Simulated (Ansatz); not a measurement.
AgBr: reading a single point

```
Ag Br
1.0
     0.00000    2.89655    2.89655
     2.89655    0.00000    2.89655
     2.89655    2.89655    0.00000
Ag Br
1 1
Direct
  0.00000 0.00000 0.00000
  0.50000 0.50000 0.50000
```

Level: r2SCAN, no spin polarisation; 500 eV; 8×8×8 Γ-centred mesh; cold occupations (width 0.1542 eV); Ansatz 0.2.0, fixed geometry.

Q: Metal or insulator? Give the gap.

A: The gap is 1.29 eV, indirect (the least direct gap found is 3.19 eV).

Q: Is it stable against the elements?

A: -0.46 eV an atom against the elements' usual phases (free molecules for gases, crystals otherwise, with no correction for O₂ or N₂), so it is bound against them; other compounds may still compete. Relaxing would lower it.

Q: Give the Bader charges.

A: Bader charges in e: Ag +0.54, Br -0.54. In the mean Ag gives up most and Br takes most.

Q: Is the cell too large or too small?

A: The pressure is -0.2 GPa (compression positive), so with the atoms held at these fractions the cell is close to zero pressure.

Origin: a database entry at a rescaled volume. Caveats: wide smearing.
